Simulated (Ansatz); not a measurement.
# Ta: pressure and energy change per atom against volume scale

All results are calculated (Ansatz 0.2.0). Plane-wave DFT, scalar-relativistic PAW made under PBE with cores redone for the functional, no dispersion; the given relaxed cell is scaled uniformly, energy at zero smearing counts from the unscaled cell, pressure at the given Fermi-Dirac smearing is positive in compression.

The cell before it is scaled or strained (space group Fm-3m, No. 225):
```
Ta
1.0
      0.0000     2.1115     2.1115
      2.1115     0.0000     2.1115
      2.1115     2.1115     0.0000
Ta
1
Direct
  0.00000 0.00000 0.00000
```

Settings of every row: spin polarised no; functional PBE; wave cutoff 420 eV; smearing width 0.1 eV; k mesh 14x14x14.

Atom starting moment: 0 on all atoms.

Limits: no spin-orbit coupling, which can matter with elements this heavy; the cell comes from a prototype or a list of computed structures and needn't be the stable phase.

| row | volume scale | V (Å³/atom) | pressure (GPa) | energy change per atom (meV) |
| --- | --- | --- | --- | --- |
| 1 | 0.88 | 16.569 | 30.75 | 194.72 |
| 2 | 0.92 | 17.322 | 18.56 | 80.54 |
| 3 | 0.96 | 18.075 | ? | ? |
| 4 | 1.04 | 19.581 | -6.83 | 17.22 |
| 5 | 1.08 | 20.334 | -12.57 | 64.11 |
| 6 | 1.12 | 21.087 | -17.3 | 135.49 |

Question: what pressure and energy change per atom should row 3 give?

Worked fit of pressure. Take u = (V_r/V)^(2/3) − 1 with V_r = 19.581 Å³ an atom, which is twice the finite (Eulerian) strain; such expansions in the strain, on which the Birch-Murnaghan equation of state is built, carry the rest volume and the bulk modulus. The shown rows have u = 0.11779, 0.08515, 0, -0.02484, -0.0482. Least squares give pressure = −6.85 + 246.207 × u + 618.21 × u² GPa; a straight line predicts inner rows, each left out in turn, worse (root mean square 1.7 against 0.051 GPa). The rows lie off it by 0.02, -0.04, 0.02, 0.01, -0.02. The pressure vanishes at u = 0.0261, or V = 18.84 Å³ an atom, and there the bulk modulus at fixed shape and fractions is B = −V dP/dV = (2/3)(1 + u) dP/du = 191 GPa. The withheld row has u = 0.0548, so the fit gives −6.85 + 246.207 × (0.0548) + 618.21 × (0.0548)² = 8.50 GPa.

The calculation gave 8.46 GPa. The fit lies 0.04 GPa (0.083 % of the column's range) above it; its largest miss of a shown row is 0.04 GPa.

Worked fit of energy change per atom. Take u = (V_r/V)^(2/3) − 1 with V_r = 19.581 Å³ an atom, which is twice the finite (Eulerian) strain; such expansions in the strain, on which the Birch-Murnaghan equation of state is built, carry the rest volume and the bulk modulus. The shown rows have u = 0.11779, 0.08515, 0, -0.02484, -0.0482. Least squares give energy change per atom = 17.589 − 1292.927 × u + 23772.36 × u² meV; a straight line predicts inner rows, each left out in turn, worse (root mean square 67 against 0.95 meV). The rows lie off it by -0.40, 0.68, -0.37, -0.26, 0.35 (root mean square 0.44 meV). The withheld row has u = 0.0548, so the fit gives 17.589 − 1292.927 × (0.0548) + 23772.36 × (0.0548)² = 18.13 meV.

The calculation gave 18.62 meV. The fit lies 0.49 meV (2.6 % of the value, 0.28 % of the column's range) below it; its largest miss of a shown row is 0.68 meV.
